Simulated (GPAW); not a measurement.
A run of GPAW 26.7.0 is set up as follows.

File run.py:

```python
from ase import Atoms
from ase.dft.bandgap import bandgap
from ase.io import write
from ase.units import GPa
from gpaw import GPAW, PW

atoms = Atoms(['Te', 'Te', 'Ti'],
              cell=[[3.777, 0.0, 0.0],
                    [-1.8885, 3.2709779501, 0.0],
                    [0.0, 0.0, 6.498]],
              scaled_positions=[[0.3333333333, 0.6666666667, 0.7372],
                                [0.6666666667, 0.3333333333, 0.2628],
                                [0.0, 0.0, 0.0]],
              pbc=True)

calc = GPAW(mode=PW(500),
            xc='LDA',
            kpts={'size': (7, 7, 4), 'gamma': True},
            occupations={'name': 'fermi-dirac', 'width': 0.05},
            nbands=24,
            maxiter=120,
            txt='gpaw.txt')
atoms.calc = calc
energy = atoms.get_potential_energy()
forces = atoms.get_forces()
stress = atoms.get_stress()
calc.write('gs.gpw')
write('result.traj', atoms)
print(f'Energy: {energy:.6f} eV')
print('Forces (eV/A):')
print(forces.round(4))
print('Stress (GPa):', (stress / GPa).round(3))
print('Fermi level:', round(calc.get_fermi_level(), 4), 'eV')
print(f'Gap: {bandgap(calc)[0]:.4f} eV, direct: {bandgap(calc, direct=True)[0]:.4f} eV')
```

Potentials or basis: the program's PAW data sets (release 1.2.1) made for this functional, pw.

Launch:

```bash
$ OMP_NUM_THREADS=1 python run.py
```

Predict the largest force.

0.338 eV/Å.

Estimate the band gap on the k mesh.

none (metal or under the smearing width).

Estimate the pressure.

-4.4 GPa.

Forces on the atoms (eV/Å):
```
Te   0.000  0.000  0.338
Te   0.000  0.000 -0.338
Ti   0.000  0.000  0.000
```

Caveat: the cutoff is short for stress and forces, so pressures can be off by a GPa or more. The run has no spin-orbit coupling, so splittings on Te are missing.
